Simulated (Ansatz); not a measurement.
# AlAs: energy less free atoms and pressure against volume scale

Results calculated with Ansatz 0.2.0, not measured. Periodic Kohn-Sham DFT of a crystal at fixed atoms, scaled to volume_scale times the given cell; pressure positive in compression, energy less spherical unpolarised free atoms, largest_vzz the field gradient of largest size among the nuclei.

The cell before it is scaled or strained (space group F-43m, No. 216):
```
AlAs
1.0
      0.0000     2.8304     2.8304
      2.8304     0.0000     2.8304
      2.8304     2.8304     0.0000
Al As
1 1
Direct
  0.00000 0.00000 0.00000
  0.75000 0.75000 0.75000
```

Settings of every row: method all-electron LAPW; functional PBE; relativity scalar; k mesh 10x10x10; filling fermi-dirac; smearing width 0.05 eV; basis error target 0.5 meV/atom; nucleus gaussian.

Atom start moment: 0 on all atoms.

```
row  volume scale  V (Å³/atom)  energy less free atoms (eV/atom)  pressure (GPa)
  1          0.94       21.314                            -4.643           8.032
  2        0.9405       21.326                           -4.6436           7.979
  3          0.96       21.768                           -4.6629           6.021
  4          0.98       22.221                           -4.6773           4.206
  5          0.99       22.448                           -4.6826           3.365
  6             1       22.675                           -4.6868           2.567
  7          1.01       22.902                                 ?               ?
  8          1.02       23.128                            -4.692           1.087
  9          1.04       23.582                           -4.6931          -0.248
 10          1.06       24.035                           -4.6907          -1.454
```

Question: what energy less free atoms and pressure should row 7 give?

Worked fit of energy less free atoms. Take u = (V_r/V)^(2/3) − 1 with V_r = 22.448 Å³ an atom, which is twice the finite (Eulerian) strain; such expansions in the strain, on which the Birch-Murnaghan equation of state is built, carry the rest volume and the bulk modulus. The shown rows have u = 0.03516, 0.03477, 0.02072, 0.0068, 0, -0.00669, -0.0197, -0.03232, -0.04452. Least squares give energy less free atoms = −4.68263 + 0.7091 × u + 11.87 × u² eV/atom; a straight line predicts inner rows, each left out in turn, worse (root mean square 0.0079 against 5.1e-05 eV/atom). The rows lie off it by 0.0000, 0.0000, -0.0001, 0.0000, 0.0000, 0.0000, 0.0000, 0.0000, 0.0000. Its lowest point lies at u = -0.0299, or V = 23.49 Å³ an atom, and the curvature there gives the bulk modulus at fixed shape and fractions, B = (4/9)(1 + u)² E″(u)/V = 67.7 GPa. The withheld row has u = -0.01326, so the fit gives −4.68263 + 0.7091 × (-0.01326) + 11.87 × (-0.01326)² = -4.6899 eV/atom.

The calculation gave -4.6899 eV/atom. The fit meets it to the printed digit.

Worked fit of pressure. Take u = (V_r/V)^(2/3) − 1 with V_r = 22.448 Å³ an atom, which is twice the finite (Eulerian) strain; such expansions in the strain, on which the Birch-Murnaghan equation of state is built, carry the rest volume and the bulk modulus. The shown rows have u = 0.03516, 0.03477, 0.02072, 0.0068, 0, -0.00669, -0.0197, -0.03232, -0.04452. Least squares give pressure = 3.3655 + 121.621 × u + 309.72 × u² + 210 × u³ GPa; a parabola predicts inner rows, each left out in turn, worse (root mean square 0.0039 against 0.0017 GPa). The rows lie off it by -0.002, 0.001, 0.001, -0.001, 0.000, 0.001, -0.001, 0.001, 0.000. The pressure vanishes at u = -0.0299, or V = 23.49 Å³ an atom, and there the bulk modulus at fixed shape and fractions is B = −V dP/dV = (2/3)(1 + u) dP/du = 67 GPa. The withheld row has u = -0.01326, so the fit gives 3.3655 + 121.621 × (-0.01326) + 309.72 × (-0.01326)² + 210 × (-0.01326)³ = 1.807 GPa.

The calculation gave 1.808 GPa. The fit lies 0.001 GPa (0.011 % of the column's range) below it, one unit of the last digit.
